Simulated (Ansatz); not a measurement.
## Ba in Ansatz: convergence with xc grid

Input of the first run (xc grid 1); the others differ in this setting and in those tied to it:

input.yaml

```yaml
crystal:
  lattice:
    - [-2.5065, 2.5065, 2.5065]
    - [2.5065, -2.5065, 2.5065]
    - [2.5065, 2.5065, -2.5065]
  atoms:
    - { symbol: Ba, position: [0.0, 0.0, 0.0] }
kpoints:
  mp_grid: { grid: [8, 8, 8] }
scf:
  occupations: { method: fermi_dirac, width: 0.05 }
hamiltonian:
  xc: pbe
  pseudopotentials: { kind: all_electron, lapw: { basis_error: 0.001 } }
output:
  forces: true
  stress: true
  eigenvalues: true
basis:
  xc_grid: 1
```

Potentials or basis: all-electron LAPW, scalar-relativistic.

Command:

```console
$ ansatz run input.yaml --threads 1 --pin off --max-ram 3072MiB --backend cpu --events-out ev --progress --plain --runs-dir out
```

Hardware: 1 thread of Arm Neoverse V2 (shared host).

| xc grid | energy less the tightest run, at zero smearing (meV/atom) | SCF cycles | CPU time (s) | peak memory (GiB) |
| --- | --- | --- | --- | --- |
| 1 | 0.00 | 5 | 1.4 | 0.2 |
| 2 | 0.00 | 5 | 1.3 | 0.2 |
| 3 | 0.00 | 5 | 1.3 | 0.2 |
| 4 | 0.00 | 5 | 1.4 | 0.2 |

Against the tightest run, the energy stays within 1 meV/atom from 1 on. The tightest run that finished is the yardstick and may itself not be fully converged.

The run has no spin-orbit coupling, so splittings on Ba are missing.
